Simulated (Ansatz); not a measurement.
MnF2

Level of theory: DFT, PBE with spin–orbit coupling, two-component spinors; plane waves to 420 eV with PAW datasets (Ansatz 0.2.0), Γ-centred 6×6×8 mesh, 0.05 eV Gaussian smearing. The datasets are Ansatz's generated set soft_2.

```xyz
6
Lattice="4.9497 0.0000 0.0000 0.0000 4.9497 0.0000 0.0000 0.0000 3.3390" Properties=species:S:1:pos:R:3 pbc="T T T"
Mn    0.0000    0.0000    0.0000
Mn    2.4749    2.4749    1.6695
F     1.5103    1.5103    0.0000
F     0.9646    3.9851    1.6695
F     3.4394    3.4394    0.0000
F     3.9851    0.9646    1.6695
```

The chain of runs began from a cell as deposited in COD, expanded in volume.

Magnetic state: ferromagnetic, site spin moments Mn 4.32; F 0.41 μB, along [001] (Cartesian), which lowers the symmetry.

The run above is the reference. The same cell was run again with other input settings; several of them aren't fit for production, so the rows show the settings' effect and aren't properties of the material.

| keys changed | outcome | ΔE (meV/atom) | P (GPa) | gap on the mesh (eV) | cell moment (μB) | largest force component (eV/Å) | SCF iterations | rough core-seconds | new warnings |
| --- | --- | --- | --- | --- | --- | --- | --- | --- | --- |
| none (reference) | converged | 0.0 | 0.0 | 1.18 | 10.00 | 0.003 | – | – | – |
| hamiltonian.xc: "pbe" → "revpbe"; basis.ecutwfc: 420 → "300 eV" | converged | – | 3.3 | 1.41 | 10.00 | 0.011 | 13 | 90 | cutoff below recommended |
| basis.ecutwfc: 420 → "33.1 Ry" | converged | -3.0 | 0.0 | 1.18 | 10.00 | 0.003 | 13 | 150 | – |
| kpoints.mp_grid.shift: [0.5, 0.5, 0.5]; hamiltonian.xc: "pbe" → "pbesol" | converged | – | -4.0 | 1.33 | 10.00 | 0.037 | 13 | 70 | – |
| kpoints.mp_grid.grid: [6, 6, 8] → [5, 5, 6]; crystal.symmetry: {"detect": false} | converged | 0.0 | 0.0 | 1.18 | 10.00 | 0.003 | 13 | 400 | – |

ΔE is the energy with the smearing extrapolated to zero. It is left out where the change alters the Hamiltonian or the spin treatment. The varied runs start from atomic densities (corrected by the program's trained start where that serves), with the default search for lower states unless a row changes it, while the reference went on from a saved state, so a magnet may end in another state whatever the setting.

Task: What happens with these changes: scf.lower_state_search: "light"; basis.ecutwfc: 420 → "800 eV"?

Result: outcome converged, ΔE (meV/atom) -6.0, P (GPa) 0.0, gap on the mesh (eV) 1.18, cell moment (μB) 10.00, largest force component (eV/Å) 0.003, SCF iterations 13, rough core-seconds 290.

2 further runs (cut off, refused for memory, with changed atoms or starts, or in doubt) are left out.

Of the reference: Kohn–Sham gaps of semilocal functionals lie under measured ones, often by a third or more. Site moments are of spin, integrated over Gaussian weights of 0.5 Å, which gives about a tenth less on f atoms than spheres do. Only parallel moments were tried, so the real magnetic order may be another. The relaxed cell is 4 % larger in volume than the cell of this structure in the Crystallography Open Database (13.11 Å³/atom, 1971).
